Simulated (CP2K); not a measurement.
# Ge (Fd-3m) in CP2K: notebook

Runs on Ge. Level: PBE. Tasks: single point.

Everything below comes from runs of CP2K 2026.2. Logs are shortened: lines on timing, memory, paths and dates and some standing lists are left out, and cuts for length are marked.

**What was measured.**

From “Electronic and optical properties of SixGe1-x-ySny alloys lattice-matched to Ge”, 2021, arxiv:2109.02782, for a bulk crystal of Ge at 293 K: band gap 0.666 eV (indirect).

The runs below are set against these values where they give the same quantity.

### 1 The structure

The structure is cubic, space group Fd-3m (No. 227). Conventional cell: a = 5.658 Å, b = 5.658 Å, c = 5.658 Å, α = 90.00°, β = 90.00°, γ = 90.00°. Ge (site symmetry -43m) is surrounded by 4 Ge at 2.45 Å.

### 2 Single point, PBE

ge_scf.inp

```
&GLOBAL
  PROJECT ge_scf
  RUN_TYPE ENERGY_FORCE
  PRINT_LEVEL LOW
&END GLOBAL
&FORCE_EVAL
  METHOD QS
  STRESS_TENSOR ANALYTICAL
  &DFT
    BASIS_SET_FILE_NAME BASIS_MOLOPT
    POTENTIAL_FILE_NAME GTH_POTENTIALS
    &MGRID
      CUTOFF 450
      REL_CUTOFF 60
      NGRIDS 4
    &END MGRID
    &QS
      METHOD GPW
      EPS_DEFAULT 1.0E-9
    &END QS
    &KPOINTS
      SCHEME MONKHORST-PACK 8 8 8
      GAMMA_CENTERED T
      SYMMETRY T
      SYMMETRY_BACKEND SPGLIB
    &END KPOINTS
    &SCF
      SCF_GUESS ATOMIC
      EPS_SCF 1.0E-6
      MAX_SCF 100
      ADDED_MOS 4
      CHOLESKY OFF
      EPS_EIGVAL 1.0E-7
      &DIAGONALIZATION ON
        ALGORITHM STANDARD
      &END DIAGONALIZATION
      &MIXING ON
        METHOD BROYDEN_MIXING
        ALPHA 0.4
        BETA 1.5
        NBUFFER 8
      &END MIXING
      &SMEAR ON
        METHOD FERMI_DIRAC
        ELECTRONIC_TEMPERATURE [K] 580.226
      &END SMEAR
    &END SCF
    &XC
      &XC_FUNCTIONAL
        &GGA_X_PBE
        &END GGA_X_PBE
        &GGA_C_PBE
        &END GGA_C_PBE
      &END XC_FUNCTIONAL
    &END XC
    &PRINT
      &KPOINTS ON
      &END KPOINTS
      &MULLIKEN ON
      &END MULLIKEN
      &MO ON
        ENERGIES T
        OCCUPATION_NUMBERS T
        &EACH
          QS_SCF 0
        &END EACH
        ADD_LAST NUMERIC
      &END MO
    &END PRINT
  &END DFT
  &SUBSYS
    &CELL
      A 4.0006828887 0.0000000000 0.0000000000
      B 2.0003414444 3.4646930141 0.0000000000
      C 2.0003414444 1.1548976714 3.2665439000
      PERIODIC XYZ
    &END CELL
    &COORD
      Ge  6.0010243331 3.4646930141 2.4499079250
      Ge  4.0006828888 2.3097953428 1.6332719500
    &END COORD
    &KIND Ge
      BASIS_SET SZV-MOLOPT-SR-GTH-q4
      POTENTIAL GTH-PBE-q4
    &END KIND
    &PRINT
      &ATOMIC_COORDINATES ON
      &END ATOMIC_COORDINATES
      &CELL ON
      &END CELL
    &END PRINT
  &END SUBSYS
  &PRINT
    &FORCES ON
    &END FORCES
    &STRESS_TENSOR ON
    &END STRESS_TENSOR
  &END PRINT
&END FORCE_EVAL
```

Potentials or basis: GTH_POTENTIALS Ge GTH-PBE-q4; SZV-MOLOPT-SR-GTH basis.

Run with:

```sh
> OMP_NUM_THREADS=1 cp2k.psmp -i ge_scf.inp -o ge_scf.out
```

ge_scf.out:

```text

 CP2K| version string:                                       CP2K version 2026.2
 CP2K| Input file name                                                ge_scf.inp

 GLOBAL| Force Environment number                                              1
 GLOBAL| Basis set file name                                        BASIS_MOLOPT
 GLOBAL| Potential file name                                      GTH_POTENTIALS
 GLOBAL| MM Potential file name                                     MM_POTENTIAL
 GLOBAL| Coordinate file name                                      __STD_INPUT__
 GLOBAL| Method name                                                        CP2K
 GLOBAL| Project name                                                     ge_scf
 GLOBAL| Run type                                                   ENERGY_FORCE
 GLOBAL| FFT library                                                       FFTW3
[... 6 lines left out ...]
 GLOBAL| Total number of message passing processes                             1
 GLOBAL| Number of threads for this process                                    1
 GLOBAL| CPU model name           Intel(R) Xeon(R) Platinum 8259CL CPU @ 2.50GHz

 CELL| Volume [angstrom^3]:                                            45.278016
 CELL| Vector a [angstrom]:       4.001     0.000     0.000   |a| =     4.000683
 CELL| Vector b [angstrom]:       2.000     3.465     0.000   |b| =     4.000683
 CELL| Vector c [angstrom]:       2.000     1.155     3.267   |c| =     4.000683
 CELL| Angle (b,c), alpha [degree]:                                    60.000000
 CELL| Angle (a,c), beta  [degree]:                                    60.000000
 CELL| Angle (a,b), gamma [degree]:                                    60.000000
 CELL| Numerically orthorhombic:                                              NO
 CELL| Periodicity                                                           XYZ

 CELL_REF| Volume [angstrom^3]:                                        45.278016
 CELL_REF| Vector a [angstrom     4.001     0.000     0.000   |a| =     4.000683
 CELL_REF| Vector b [angstrom     2.000     3.465     0.000   |b| =     4.000683
 CELL_REF| Vector c [angstrom     2.000     1.155     3.267   |c| =     4.000683
 CELL_REF| Angle (b,c), alpha [degree]:                                60.000000
 CELL_REF| Angle (a,c), beta  [degree]:                                60.000000
 CELL_REF| Angle (a,b), gamma [degree]:                                60.000000
 CELL_REF| Numerically orthorhombic:                                          NO
[... 10 lines left out ...]
 TOTAL NUMBERS AND MAXIMUM NUMBERS

  Total number of            - Atomic kinds:                                   1
                             - Atoms:                                          2
                             - Shell sets:                                     2
                             - Shells:                                         4
                             - Primitive Cartesian functions:                  8
                             - Cartesian basis functions:                      8
                             - Spherical basis functions:                      8

  Maximum angular momentum of the orbital basis functions:                     1

 MODULE QUICKSTEP: ATOMIC COORDINATES IN ANGSTROM

   Atom Kind Element         X             Y             Z       Z(eff)     Mass
      1    1 Ge   32      6.001024      3.464693      2.449908   4.0000  72.6400
      2    1 Ge   32      4.000683      2.309795      1.633272   4.0000  72.6400

 SCF PARAMETERS         Density guess:                                    ATOMIC
[... 9 lines left out ...]
                        --------------------------------------------------------
                        level_shift [a.u.]:                             0.000000
                        added MOs                                         4    0
                        --------------------------------------------------------
                        Mixing method:                            BROYDEN_MIXING
[... 11 lines left out ...]
 *******************************************************************************
 BRILLOUIN| K-point scheme                                        Monkhorst-Pack
 BRILLOUIN| K-Point grid                                             8    8    8
 BRILLOUIN| Gamma-centered k-point mesh                                     ON
 BRILLOUIN| K-point symmetry accuracy                               0.100000E-05
 BRILLOUIN| K-Point point group symmetrization                                ON
 BRILLOUIN| Symmetry backend                                             SPGLIB
 BRILLOUIN| Symmetry reduction method                                    SPGLIB
 BRILLOUIN| Wavefunction type                                            COMPLEX
 BRILLOUIN| List of Kpoints [2 Pi/Bohr]                                       29
 BRILLOUIN| Number           Weight            X              Y              Z
 BRILLOUIN|     1           0.01562       -0.37500       -0.37500       -0.37500
 BRILLOUIN|     2           0.04688       -0.37500       -0.37500       -0.25000
 BRILLOUIN|     3           0.04688       -0.37500       -0.37500       -0.12500
 BRILLOUIN|     4           0.01172       -0.37500       -0.37500        0.00000
 BRILLOUIN|     5           0.04688       -0.37500       -0.37500        0.12500
 BRILLOUIN|     6           0.02344       -0.37500       -0.37500        0.25000
[... 21 lines left out ...]
 BRILLOUIN|    28           0.00781        0.00000        0.00000        0.50000
 BRILLOUIN|    29           0.00586        0.00000        0.50000        0.50000
 *******************************************************************************

 Extrapolation method: initial_guess

 Number of electrons:                                                          8
 Number of occupied orbitals:                                                  4
 Number of molecular orbitals:                                                 8

 Number of orbital functions:                                                  8
 Number of independent orbital functions:                                      8

 SCF WAVEFUNCTION OPTIMIZATION

  Step     Update method      Time    Convergence         Total energy    Change
  ------------------------------------------------------------------------------
     1 NoMix/Diag. 0.40E+00    0.4     0.65814251        -7.5560793286 -7.56E+00
     2 Broy./Diag. 0.40E+00    0.4     0.00020254        -8.0374807103 -4.81E-01
     3 Broy./Diag. 0.40E+00    0.4     0.00209428        -7.8578832794  1.80E-01
     4 Broy./Diag. 0.40E+00    0.4     0.00157956        -7.8214463713  3.64E-02
     5 Broy./Diag. 0.40E+00    0.4     0.00134637        -7.7931198610  2.83E-02
     6 Broy./Diag. 0.40E+00    0.4     0.00035659        -7.7899283710  3.19E-03
     7 Broy./Diag. 0.40E+00    0.4     0.00002677        -7.7898758986  5.25E-05
     8 Broy./Diag. 0.40E+00    0.4     0.00001581        -7.7903250647 -4.49E-04
     9 Broy./Diag. 0.40E+00    0.4     0.00000598        -7.7903020270  2.30E-05
    10 Broy./Diag. 0.40E+00    0.4     0.00000431        -7.7902741522  2.79E-05
    11 Broy./Diag. 0.40E+00    0.4     0.00000016        -7.7902715109  2.64E-06

  *** SCF run converged in    11 steps ***

  Electronic density on regular grids:         -7.9999999967        0.0000000033
  Core density on regular grids:                7.9999999745       -0.0000000255
  Total charge density on r-space grids:       -0.0000000221
  Total charge density g-space grids:          -0.0000000221

  Overlap energy of the core charge distribution:               0.00000001854619
  Self energy of the core charge distribution:                -16.71672840141500
  Core Hamiltonian energy:                                      4.37419523748964
  Hartree energy:                                               6.97893777828431
  Exchange-correlation energy:                                 -2.42667585173357
  Electronic entropic energy:                                  -0.00000029205883
  Fermi energy:                                                 0.21997613872048

  Total energy:                                                -7.79027151088142
  Total energy (extrapolated to T->0):                         -7.79027136485201

 MO| EIGENVALUES AND OCCUPATION NUMBERS FOR K POINT 1
 MO|
 MO|  Index      Eigenvalue [a.u.]        Eigenvalue [eV]             Occupation
 MO|      1              -0.221084              -6.016004               2.000000
 MO|      2              -0.053357              -1.451909               2.000000
 MO|      3               0.151732               4.128829               2.000000
 MO|      4               0.151732               4.128832               2.000000
 MO|      5               0.270859               7.370453               0.000000
 MO|      6               0.425685              11.583464               0.000000
 MO|      7               0.425685              11.583474               0.000000
 MO|      8               0.577677              15.719389               0.000000
 MO| Sum:                                                               8.000000
 MO| E(Fermi):            0.219976 a.u.          5.985855 eV
 MO| Band gap:            0.119127 a.u.          3.241621 eV

 MO| EIGENVALUES AND OCCUPATION NUMBERS FOR K POINT 2
 MO|
 MO|  Index      Eigenvalue [a.u.]        Eigenvalue [eV]             Occupation
 MO|      1              -0.225471              -6.135383               2.000000
 MO|      2              -0.031271              -0.850914               2.000000
 MO|      3               0.123572               3.362573               2.000000
 MO|      4               0.133576               3.634793               2.000000
 MO|      5               0.318109               8.656193               0.000000
 MO|      6               0.397912              10.827748               0.000000
 MO|      7               0.457940              12.461189               0.000000
 MO|      8               0.546531              14.871867               0.000000
 MO| Sum:                                                               8.000000
 MO| E(Fermi):            0.219976 a.u.          5.985855 eV
 MO| Band gap:            0.184533 a.u.          5.021400 eV
[... 150 lines left out ...]
 MO| EIGENVALUES AND OCCUPATION NUMBERS FOR K POINT 13
 MO|
 MO|  Index      Eigenvalue [a.u.]        Eigenvalue [eV]             Occupation
 MO|      1              -0.172432              -4.692108               2.000000
 MO|      2              -0.088793              -2.416174               2.000000
 MO|      3               0.038693               1.052888               2.000000
 MO|      4               0.098630               2.683867               2.000000
 MO|      5               0.378632              10.303105               0.000000
 MO|      6               0.457355              12.445270               0.000000
 MO|      7               0.525905              14.310604               0.000000
 MO|      8               0.553019              15.048407               0.000000
 MO| Sum:                                                               8.000000
 MO| E(Fermi):            0.219976 a.u.          5.985855 eV
 MO| Band gap:            0.280002 a.u.          7.619238 eV

 MO| EIGENVALUES AND OCCUPATION NUMBERS FOR K POINT 14
 MO|
 MO|  Index      Eigenvalue [a.u.]        Eigenvalue [eV]             Occupation
 MO|      1              -0.202996              -5.523794               2.000000
 MO|      2              -0.057180              -1.555934               2.000000
 MO|      3               0.069007               1.877788               2.000000
 MO|      4               0.122202               3.325298               2.000000
 MO|      5               0.353954               9.631577               0.000000
 MO|      6               0.419638              11.418925               0.000000
 MO|      7               0.497484              13.537217               0.000000
 MO|      8               0.555388              15.112863               0.000000
 MO| Sum:                                                               8.000000
 MO| E(Fermi):            0.219976 a.u.          5.985855 eV
 MO| Band gap:            0.231751 a.u.          6.306278 eV

 [... the levels of further k-points ...]

 !-----------------------------------------------------------------------------!
                     Mulliken Population Analysis

 #  Atom  Element  Kind  Atomic population                           Net charge
       1     Ge       1          4.000000                              0.000000
       2     Ge       1          4.000000                             -0.000000
 # Total charge                              8.000000                  0.000000

 !-----------------------------------------------------------------------------!

 ENERGY| Total FORCE_EVAL ( QS ) energy [hartree]             -7.790270354150757

 FORCES| Atomic forces [hartree/bohr]
 FORCES|   Atom     x               y               z               |f|
 FORCES|      1 -4.20863819E-10 -1.26394761E-07  3.03500479E-06   3.03763558E-06
 FORCES|      2  3.45796340E-10  1.26351297E-07 -3.03503529E-06   3.03766423E-06
 FORCES| Sum    -7.50674798E-11 -4.34632649E-11 -3.05017092E-11
 FORCES| Total atomic force                                       9.19485519E-11

 STRESS| Analytical stress tensor [bar]
 STRESS|                        x                   y                   z
 STRESS|      x       -1.76523507509E+04  -5.90095628875E-03  -3.16696520776E-02
 STRESS|      y       -5.90095628875E-03  -1.76724829889E+04   7.66648186431E-01
 STRESS|      z       -3.16696520776E-02   7.66648186431E-01  -1.76585631761E+04
 STRESS| 1/3 Trace                                            -1.76611323053E+04
 STRESS| Determinant                                          -5.50878069202E+12

 STRESS| Eigenvectors and eigenvalues of the analytical stress tensor [bar]
 STRESS|                        1                   2                   3
 STRESS| Eigenvalues  -1.76725250864E+04  -1.76585212448E+04  -1.76523505847E+04
 STRESS|      x           0.000205990971      0.005177075959      0.999986577636
 STRESS|      y           0.998495852100      0.054825119312     -0.000489521508
 STRESS|      z          -0.054826917719      0.998482550762     -0.005157995391
```

Run time: 6.7 s. Hardware: 1 thread of Intel Xeon Platinum 8259CL at 2.50GHz (Skylake/Cascade Lake), shared host; peak memory 0.29 GiB.

Results:

```
Free energy            : -211.9840 eV
Pressure               : -1.8 GPa
Band gap on the k mesh : 0.65 eV, direct
```

Caveat: a minimal basis gives rough bond lengths, pressures and levels; the basis of atomic orbitals isn't converged, which shifts pressures, moduli and gaps.

(Continued in part 2 of 2.)
